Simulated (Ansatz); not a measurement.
**GaSb: a line through an energy map**

Aim: follow the energy of GaSb (Immm, No. 71; 2 atoms in the cell) along one coordinate, strain +e along x and -e along y, with the other held at strain +e along z and -e/2 along x and y = 10 %.

Method: DFT PBE, scalar-relativistic, plane waves, PAW, in Ansatz 0.2.0.

19 further runs of the same task are left out: 1 that didn't finish, 18 set aside as unsound or not needed. Runs told in other sessions of the task aren't counted.

**1. Starting point**

Symmetry: Immm, No. 71, orthorhombic system. The conventional cell has a = 3.212 Å, b = 5.190 Å, c = 5.766 Å, α = 90.00°, β = 90.00°, γ = 90.00°. Ga (site symmetry mmm) is surrounded by 6 Sb at 2.88 to 3.05 Å and 2 Ga at 3.21 Å. Sb (site symmetry mmm) is surrounded by 6 Ga at 2.88 to 3.05 Å and 2 Sb at 3.21 Å.

Coordinates:

```
Ga Sb
1.0
    -1.60581    2.59477    2.88295
     1.60581   -2.59477    2.88295
     1.60581    2.59477   -2.88295
Ga Sb
1 1
Direct
  0.00000 0.00000 0.00000
  0.50000 0.50000 0.00000
```

It goes back to an entry of the Materials Project, which need not be the stable form.

It is the result of an earlier relaxation at this level (volume 24.02 Å³/atom; gap on the mesh: none (metal)).

**2. What is varied**

The energy is mapped over two homogeneous strains (x along [1 0 0], y along [0 1 0], z along [0 0 1] of the conventional cell).

- strain +e along x and -e along y: 7 values from −4.00 to 4.00 %
- strain +e along z and -e/2 along x and y: 7 values from −15 to 15 %

Nothing else is relaxed (symmetry fixes all fractional coordinates). Energies count from the relaxed crystal. Points are written as (first, second).

**3. Grid point (−4.00 %, 10 %)**

input.yaml reads:

```yaml
crystal:
  lattice:
    - [-1.4612859439, 2.5688209764, 3.1712435421]
    - [1.4612859439, -2.5688209764, 3.1712435421]
    - [1.4612859439, 2.5688209764, -3.1712435421]
  atoms:
    - { symbol: Ga, position: [0.0, 0.0, 0.0] }
    - { symbol: Sb, position: [0.5, 0.5, 0.0] }
basis:
  ecutwfc: 420
kpoints:
  mp_grid: { grid: [16, 16, 16] }
hamiltonian:
  xc: pbe
  pseudopotentials: { kind: paw, azcp: { folder: soft_1 } }
scf:
  occupations: { method: gaussian, width: 0.15 }
output:
  forces: true
  stress: true
  eigenvalues: true
```

Command:

```sh
> ansatz run input.yaml --threads 2 --pin off --max-ram 4096MiB --backend cpu --events-out ev --progress --plain --runs-dir out
```

Standard output, shortened:

```text
Warning: RAYON_NUM_THREADS=2 ignored (pool sized by the plan → 2); use --threads N
[...]
Pseudopotentials: kind: paw
Pseudopotential: Ga, paw, valence charge 13, recommended cutoff 420 eV (normal), <dir>
Pseudopotential: Sb, paw, valence charge 15, recommended cutoff 420 eV (normal), <dir>
Functional definition: PBE
[...]
Crystal: 2 atoms, lattice volume = 47.617 Å³
Basis set: ecut = 420 eV, 919 PW (Γ), exchange–correlation on 60×60×60 points (8 copies of the dense FFT grid, shifted against one another)
Bands: 18, of which v1, the nominal top of the filled ones, is band 14 counted from 1 (13 counted from 0)
Symmetry: 8 space group operations
Space group: Immm (ITA 71), of the structure as read, at distance tolerance 3.6e-5 Å
k-points: 621 of 4096
[...]
SCF iter   1: F=—  HF=-10267.354110 eV  |F-HF|=—  |Δ(HF+E_count)|=         —  Δρ=2.23e-2  dr2=2.65e-1  ethr=3.10e-3  ⟨swp⟩=5.8  Hψ=55706  notcnv=0
[...]
SCF iter   8: F=-10267.280116 eV  HF=-10267.280116 eV  |F-HF|=1.64e-8  |Δ(HF+E_count)|=   8.86e-8  Δρ=7.25e-6  dr2=3.62e-8  ethr=3.57e-10  ⟨swp⟩=6.9  Hψ=53873  notcnv=0
[...]
SCF converged after 8 iterations
Free energy (F): -10267.280116 eV
[...]
E sigma→0 (E₀):  -10267.275113 eV
Entropy (-TS):   -0.010006 eV (-5.003 meV/atom)
Fermi energy:    10.268674 eV
[...]
--- Forces (eV/Å), atoms counted from 1 ---
  atom   1  Ga     0.00000000    -0.00000000     0.00000000
  atom   2  Sb     0.00000000    -0.00000000     0.00000000
[...]
--- Stress (GPa, compression-positive) ---
       10.425749       0.000000       0.000000
        0.000000       6.776698      -0.000000
        0.000000      -0.000000      -6.592828
  P = ⅓ Tr σ = 3.5365 GPa (35.365 kbar)
--- Band table (eV; the first three rows and the last of 621) ---
  k-point 0: bands = ["-18.9163", "-18.7156", "-18.6767", "-18.6746", "-18.6550", "-4.7209", "-4.6075", "-4.5898", "-4.5383", "-4.5101", "-1.9571", "6.4119", "6.9844", "9.0817", "13.5477", "13.6270", "16.6747", "17.1392"]
[...]
```

It took 12 s on 2 threads of Intel Xeon Platinum 8488C (Sapphire Rapids), shared host; peak memory 0.73 GiB.

Energy on the map's scale: 129 meV/atom.

**4. The run at (−2.67 %, 10 %)**

input.yaml: that of step 3 with these lines changed.

```diff
@@ -2,5 +2,5 @@
   lattice:
-    - [-1.4612859439, 2.5688209764, 3.1712435421]
-    - [1.4612859439, -2.5688209764, 3.1712435421]
-    - [1.4612859439, 2.5688209764, -3.1712435421]
+    - [-1.4826432, 2.5343105532, 3.1712435421]
+    - [1.4826432, -2.5343105532, 3.1712435421]
+    - [1.4826432, 2.5343105532, -3.1712435421]
   atoms:
```

Command:

```sh
> ansatz run input.yaml --threads 2 --pin off --max-ram 4096MiB --backend cpu --events-out ev --progress --plain --runs-dir out
```

Standard output, shortened:

```text
[...]
SCF converged after 8 iterations
Free energy (F): -10267.294876 eV
[...]
E sigma→0 (E₀):  -10267.289561 eV
Entropy (-TS):   -0.010628 eV (-5.314 meV/atom)
Fermi energy:    10.258134 eV
[...]
--- Forces (eV/Å), atoms counted from 1 ---
  atom   1  Ga     0.00000000     0.00000000     0.00000000
  atom   2  Sb     0.00000000     0.00000000    -0.00000000
[...]
--- Stress (GPa, compression-positive) ---
        9.460865       0.000000       0.000000
        0.000000       7.088161       0.000000
        0.000000       0.000000      -6.474441
  P = ⅓ Tr σ = 3.3582 GPa (33.582 kbar)
--- Band table (eV; the first three rows and the last of 621) ---
  k-point 0: bands = ["-18.8901", "-18.7195", "-18.6765", "-18.6743", "-18.6578", "-4.7394", "-4.6370", "-4.6182", "-4.5783", "-4.5479", "-1.9384", "6.6322", "7.0393", "9.2419", "13.6231", "13.6475", "16.1973", "17.1309"]
[...]
```

Run time: 15 s. Hardware: 2 threads of Intel Xeon Platinum 8488C (Sapphire Rapids), shared host; peak memory 0.74 GiB.

Energy on the map's scale: 121 meV/atom.

**5. Grid point (−1.33 %, 10 %)**

input.yaml: that of step 4 with these lines changed.

```diff
@@ -2,5 +2,5 @@
   lattice:
-    - [-1.4826432, 2.5343105532, 3.1712435421]
-    - [1.4826432, -2.5343105532, 3.1712435421]
-    - [1.4826432, 2.5343105532, -3.1712435421]
+    - [-1.504161037, 2.4995406531, 3.1712435421]
+    - [1.504161037, -2.4995406531, 3.1712435421]
+    - [1.504161037, 2.4995406531, -3.1712435421]
   atoms:
```

Command:

```sh
> ansatz run input.yaml --threads 2 --pin off --max-ram 4096MiB --backend cpu --events-out ev --progress --plain --runs-dir out
```

Standard output, shortened:

```text
Warning: RAYON_NUM_THREADS=2 ignored (pool sized by the plan → 2); use --threads N
[...]
[... 4 set-up lines as earlier in the session ...]
[...]
Crystal: 2 atoms, lattice volume = 47.692 Å³
Basis set: ecut = 420 eV, 923 PW (Γ), exchange–correlation on 60×60×60 points (8 copies of the dense FFT grid, shifted against one another)
Bands: 18, of which v1, the nominal top of the filled ones, is band 14 counted from 1 (13 counted from 0)
[... 2 set-up lines as earlier in the session ...]
k-points: 621 of 4096
[...]
SCF iter   1: F=—  HF=-10267.368559 eV  |F-HF|=—  |Δ(HF+E_count)|=         —  Δρ=2.21e-2  dr2=2.34e-1  ethr=3.10e-3  ⟨swp⟩=5.8  Hψ=55569  notcnv=0
[...]
SCF iter   8: F=-10267.303592 eV  HF=-10267.303592 eV  |F-HF|=1.33e-8  |Δ(HF+E_count)|=   1.01e-7  Δρ=6.71e-6  dr2=3.09e-8  ethr=3.57e-10  ⟨swp⟩=6.7  Hψ=53298  notcnv=0
[...]
SCF converged after 8 iterations
Free energy (F): -10267.303592 eV
[...]
E sigma→0 (E₀):  -10267.298480 eV
Entropy (-TS):   -0.010224 eV (-5.112 meV/atom)
Fermi energy:    10.252044 eV
[...]
--- Forces (eV/Å), atoms counted from 1 ---
  atom   1  Ga     0.00000000     0.00000000     0.00000000
  atom   2  Sb     0.00000000     0.00000000    -0.00000000
[...]
--- Stress (GPa, compression-positive) ---
        8.626469       0.000000       0.000000
        0.000000       7.585982       0.000000
        0.000000       0.000000      -6.554258
  P = ⅓ Tr σ = 3.2194 GPa (32.194 kbar)
--- Band table (eV; the first three rows and the last of 621) ---
  k-point 0: bands = ["-18.8710", "-18.7260", "-18.6780", "-18.6760", "-18.6640", "-4.7497", "-4.6572", "-4.6371", "-4.6082", "-4.5756", "-1.9231", "6.8627", "7.1026", "9.4047", "13.6219", "13.7584", "15.7348", "17.1254"]
[...]
```

Run time: 11 s. Hardware: 2 threads of Intel Xeon Platinum 8488C (Sapphire Rapids), shared host; peak memory 0.73 GiB.

That is 117 meV/atom from the zero.

**6. Point (0.00 %, 10 %)**

input.yaml: that of step 5 with these lines changed.

```diff
@@ -2,5 +2,5 @@
   lattice:
-    - [-1.504161037, 2.4995406531, 3.1712435421]
-    - [1.504161037, -2.4995406531, 3.1712435421]
-    - [1.504161037, 2.4995406531, -3.1712435421]
+    - [-1.5255182931, 2.4650302298, 3.1712435421]
+    - [1.5255182931, -2.4650302298, 3.1712435421]
+    - [1.5255182931, 2.4650302298, -3.1712435421]
   atoms:
```

Command:

```sh
> ansatz run input.yaml --threads 2 --pin off --max-ram 4096MiB --backend cpu --events-out ev --progress --plain --runs-dir out
```

Standard output, shortened:

```text
Warning: RAYON_NUM_THREADS=2 ignored (pool sized by the plan → 2); use --threads N
[...]
[... 4 set-up lines as earlier in the session ...]
[...]
Crystal: 2 atoms, lattice volume = 47.701 Å³
Basis set: ecut = 420 eV, 935 PW (Γ), exchange–correlation on 60×60×60 points (8 copies of the dense FFT grid, shifted against one another)
Bands: 18, of which v1, the nominal top of the filled ones, is band 14 counted from 1 (13 counted from 0)
[... 2 set-up lines as earlier in the session ...]
k-points: 621 of 4096
[...]
SCF iter   1: F=—  HF=-10267.370760 eV  |F-HF|=—  |Δ(HF+E_count)|=         —  Δρ=2.22e-2  dr2=2.31e-1  ethr=3.10e-3  ⟨swp⟩=5.8  Hψ=55507  notcnv=0
[...]
SCF iter   8: F=-10267.305942 eV  HF=-10267.305942 eV  |F-HF|=1.25e-8  |Δ(HF+E_count)|=   1.26e-7  Δρ=6.69e-6  dr2=3.18e-8  ethr=3.57e-10  ⟨swp⟩=6.6  Hψ=53030  notcnv=0
[...]
SCF converged after 8 iterations
Free energy (F): -10267.305942 eV
[...]
E sigma→0 (E₀):  -10267.300401 eV
Entropy (-TS):   -0.011082 eV (-5.541 meV/atom)
Fermi energy:    10.235180 eV
[...]
--- Forces (eV/Å), atoms counted from 1 ---
  atom   1  Ga     0.00000000     0.00000000     0.00000000
  atom   2  Sb     0.00000000     0.00000000     0.00000000
[...]
--- Stress (GPa, compression-positive) ---
        8.066098       0.000000       0.000000
        0.000000       8.117596       0.000000
        0.000000       0.000000      -6.751906
  P = ⅓ Tr σ = 3.1439 GPa (31.439 kbar)
--- Band table (eV; the first three rows and the last of 621) ---
  k-point 0: bands = ["-18.8623", "-18.7383", "-18.6862", "-18.6848", "-18.6786", "-4.7432", "-4.6615", "-4.6399", "-4.6196", "-4.5851", "-1.9117", "7.1019", "7.1751", "9.5645", "13.6253", "13.8779", "15.2928", "17.1222"]
[...]
```

It took 13 s on 2 threads of Intel Xeon Platinum 8488C (Sapphire Rapids), shared host; peak memory 0.74 GiB.

On the map this point reads 116 meV/atom.

**7. The run at (1.33 %, 10 %)**

input.yaml: that of step 6 with these lines changed.

```diff
@@ -2,5 +2,5 @@
   lattice:
-    - [-1.5255182931, 2.4650302298, 3.1712435421]
-    - [1.5255182931, -2.4650302298, 3.1712435421]
-    - [1.5255182931, 2.4650302298, -3.1712435421]
+    - [-1.5468755492, 2.4305198066, 3.1712435421]
+    - [1.5468755492, -2.4305198066, 3.1712435421]
+    - [1.5468755492, 2.4305198066, -3.1712435421]
   atoms:
@@ -21 +21,5 @@
   eigenvalues: true
+  write_density: true
+  write_potential: true
+  elf: true
+  volumetric_format: npy
```

Command:

```sh
> ansatz run input.yaml --threads 2 --pin off --max-ram 4096MiB --backend cpu --events-out ev --progress --plain --runs-dir out
```

Standard output, shortened:

```text
[...]
SCF converged after 8 iterations
Free energy (F): -10267.303643 eV
[...]
E sigma→0 (E₀):  -10267.298042 eV
Entropy (-TS):   -0.011201 eV (-5.600 meV/atom)
Fermi energy:    10.231128 eV
[...]
--- Forces (eV/Å), atoms counted from 1 ---
  atom   1  Ga     0.00000000    -0.00000000     0.00000000
  atom   2  Sb     0.00000000     0.00000000     0.00000000
[...]
--- Stress (GPa, compression-positive) ---
        7.723634       0.000000       0.000000
        0.000000       8.493405      -0.000000
        0.000000      -0.000000      -6.884587
  P = ⅓ Tr σ = 3.1108 GPa (31.108 kbar)
--- Band table (eV; the first three rows and the last of 621) ---
  k-point 0: bands = ["-18.8554", "-18.7495", "-18.6926", "-18.6918", "-18.6915", "-4.7317", "-4.6606", "-4.6374", "-4.6245", "-4.5882", "-1.9018", "7.2562", "7.3483", "9.7270", "13.6317", "14.0084", "14.8696", "17.1222"]
[...]
```

Run time: 16 s. Hardware: 2 threads of Intel Xeon Platinum 8488C (Sapphire Rapids), shared host; peak memory 0.73 GiB.

Axes a, b and c in the maps are those of this run's conventional cell (a, b, c = 3.094, 4.861, 6.342 Å).

Density in a lattice plane of the grid's cell (edges 3.09 and 6.34 Å, at 0.000 of the third edge), which holds Ga and Sb.

Ten even steps from '0' (0.05 e/Å³) to '9' (50.56 e/Å³):
```
320000000002
000000000000
000000000000
000000000000
000000000000
000000000000
000000000000
000000000000
210000000001
321000000012
210000000001
000000000000
000000000000
000000000000
000000000000
000000000000
000000000000
000000000000
320000000002
951000000015
```
Columns run along the first of these edges and rows up along the second, over one cell in 12 and 20 even steps from the bottom left corner. Atoms in the plane (fractional): Ga at (0.00, 0.00), Sb at (0.00, 0.50).

ELF in the same plane.

Values, 12 rows by 6 columns:
```
0.13 0.25 0.29 0.23 0.29 0.25
0.32 0.32 0.23 0.10 0.23 0.32
0.55 0.45 0.19 0.07 0.19 0.45
0.50 0.52 0.41 0.19 0.41 0.52
0.13 0.29 0.43 0.35 0.43 0.29
0.13 0.13 0.40 0.41 0.40 0.13
0.13 0.29 0.43 0.35 0.43 0.29
0.50 0.52 0.41 0.19 0.41 0.52
0.55 0.45 0.19 0.07 0.19 0.45
0.32 0.32 0.23 0.10 0.23 0.32
0.13 0.25 0.29 0.23 0.29 0.25
0.46 0.12 0.30 0.29 0.30 0.12
```
Columns run along the first of these edges and rows up along the second, over one cell in 6 and 12 even steps from the bottom left corner. Atoms in the plane (fractional): Ga at (0.00, 0.00), Sb at (0.00, 0.50).

Both are smooth fields of the valence electrons: close to the nuclei they are not physical.

Outside the cores ELF peaks at 0.62 on the Sb–Ga line, 1.4 Å from Sb; 0.50 beside Sb, off the lines to its neighbours, 1.4 Å from Sb.

That is 117 meV/atom from the zero.

**8. The run at (2.67 %, 10 %)**

input.yaml: that of step 7 with these lines changed.

```diff
@@ -2,5 +2,5 @@
   lattice:
-    - [-1.5468755492, 2.4305198066, 3.1712435421]
-    - [1.5468755492, -2.4305198066, 3.1712435421]
-    - [1.5468755492, 2.4305198066, -3.1712435421]
+    - [-1.5683933862, 2.3957499065, 3.1712435421]
+    - [1.5683933862, -2.3957499065, 3.1712435421]
+    - [1.5683933862, 2.3957499065, -3.1712435421]
   atoms:
```

Command:

```sh
> ansatz run input.yaml --threads 2 --pin off --max-ram 4096MiB --backend cpu --events-out ev --progress --plain --runs-dir out
```

Standard output, shortened:

```text
Warning: RAYON_NUM_THREADS=2 ignored (pool sized by the plan → 2); use --threads N
[...]
[... 4 set-up lines as earlier in the session ...]
[...]
Crystal: 2 atoms, lattice volume = 47.664 Å³
Basis set: ecut = 420 eV, 935 PW (Γ), exchange–correlation on 60×60×60 points (8 copies of the dense FFT grid, shifted against one another)
Bands: 18, of which v1, the nominal top of the filled ones, is band 14 counted from 1 (13 counted from 0)
[... 2 set-up lines as earlier in the session ...]
k-points: 621 of 4096
[...]
SCF iter   1: F=—  HF=-10267.361791 eV  |F-HF|=—  |Δ(HF+E_count)|=         —  Δρ=2.25e-2  dr2=2.25e-1  ethr=3.10e-3  ⟨swp⟩=5.8  Hψ=55671  notcnv=0
[...]
SCF iter   8: F=-10267.298215 eV  HF=-10267.298215 eV  |F-HF|=1.00e-8  |Δ(HF+E_count)|=   1.60e-7  Δρ=6.65e-6  dr2=3.00e-8  ethr=3.57e-10  ⟨swp⟩=10.7  Hψ=88204  notcnv=0
[...]
SCF converged after 8 iterations
Free energy (F): -10267.298215 eV
[...]
E sigma→0 (E₀):  -10267.293017 eV
Entropy (-TS):   -0.010396 eV (-5.198 meV/atom)
Fermi energy:    10.252707 eV
[...]
--- Forces (eV/Å), atoms counted from 1 ---
  atom   1  Ga     0.00000000     0.00000000     0.00000000
  atom   2  Sb     0.00000000     0.00000000    -0.00000000
[...]
--- Stress (GPa, compression-positive) ---
        7.551960       0.000000       0.000000
        0.000000       8.671012       0.000000
        0.000000       0.000000      -6.884145
  P = ⅓ Tr σ = 3.1129 GPa (31.129 kbar)
--- Band table (eV; the first three rows and the last of 621) ---
  k-point 0: bands = ["-18.8425", "-18.7531", "-18.6939", "-18.6900", "-18.6895", "-4.7248", "-4.6628", "-4.6381", "-4.6326", "-4.5942", "-1.8914", "7.3462", "7.6014", "9.8969", "13.6398", "14.1522", "14.4636", "17.1255"]
[...]
```

Wall time 21 s (2 threads of Intel Xeon Platinum 8488C (Sapphire Rapids), shared host); peak memory 0.72 GiB.

The maps below are laid out on this run's own conventional cell (a, b, c = 3.137, 4.791, 6.342 Å).

Density in a lattice plane of the grid's cell (edges 3.14 and 6.34 Å, at 0.000 of the third edge), which holds Ga and Sb.

Values in e/Å³, 12 rows by 6 columns:
```
 4.83  1.00  0.20  0.11  0.20  1.00
 0.30  0.20  0.09  0.06  0.09  0.20
 0.19  0.14  0.07  0.05  0.07  0.14
 0.48  0.33  0.15  0.09  0.15  0.33
 5.44  1.89  0.33  0.17  0.33  1.89
15.73  5.55  0.48  0.22  0.48  5.55
 5.44  1.89  0.33  0.17  0.33  1.89
 0.48  0.33  0.15  0.09  0.15  0.33
 0.19  0.14  0.07  0.05  0.07  0.14
 0.30  0.20  0.09  0.06  0.09  0.20
 4.83  1.00  0.20  0.11  0.20  1.00
50.59  4.91  0.30  0.14  0.30  4.91
```
Columns run along the first of these edges and rows up along the second, over one cell in 6 and 12 even steps from the bottom left corner. Atoms in the plane (fractional): Ga at (0.00, 0.00), Sb at (0.00, 0.50).

ELF in the same plane.

Ten even steps from '0' (0.05) to '9' (0.59):
```
002444344420
234443234443
444432123444
665420002456
987520002578
999852125899
777874347877
235676467653
002566566520
101566666510
002566566520
235676467653
777874347877
999852125899
987520002578
665420002456
444432123444
234443234443
002444344420
701444444410
```
Columns run along the first of these edges and rows up along the second, over one cell in 12 and 20 even steps from the bottom left corner. Atoms in the plane (fractional): Ga at (0.00, 0.00), Sb at (0.00, 0.50).

Both are smooth fields of the valence electrons: close to the nuclei they are not physical.

Maxima of ELF outside the ion cores: 0.62 on the Sb–Ga line, 1.4 Å from Sb; 0.50 beside Sb, off the lines to its neighbours, 1.4 Å from Sb.

That is 120 meV/atom from the zero.

**9. The line in numbers**

```
strain +e along x and -e along y (%)  step  energy (meV/atom)  slope (meV/atom per %)  pressure (GPa)
                               −4.00     3                129                    −6.9            3.54
                               −2.67     4                121                    −4.4            3.36
                               −1.33     5                117                    −2.0            3.22
                                0.00     6                116                     0.1            3.14
                                1.33     7                117                     1.6            3.11
                                2.67     8                120                     2.5            3.11
                                4.00     –                124                     4.0            3.24
```

Energies count from the relaxed crystal. Rows without a step come from runs not printed here or follow by symmetry. Slopes come from the forces (and the stress, where the cell changes), not from differences of energies.

**Reading.** The lowest point computed on the line is at 0.00 %, 116 meV/atom from the zero. Energies and slopes round the minimum, fitted together, put the minimum at −0.060 %, with a curvature of about 1.3 meV/atom per %². Divided by the reference volume, that is a stiffness of about 87 GPa for this pattern of strain. The well is lopsided: two grid steps out, the energy rises by 6 meV/atom towards smaller values and 3.9 meV/atom towards larger ones. The highest point computed, at −4.00 %, lies 13 meV/atom above the lowest. This is one cut through a surface in two coordinates; the map's lowest point lies off it. Spin-orbit coupling is left out for Sb.
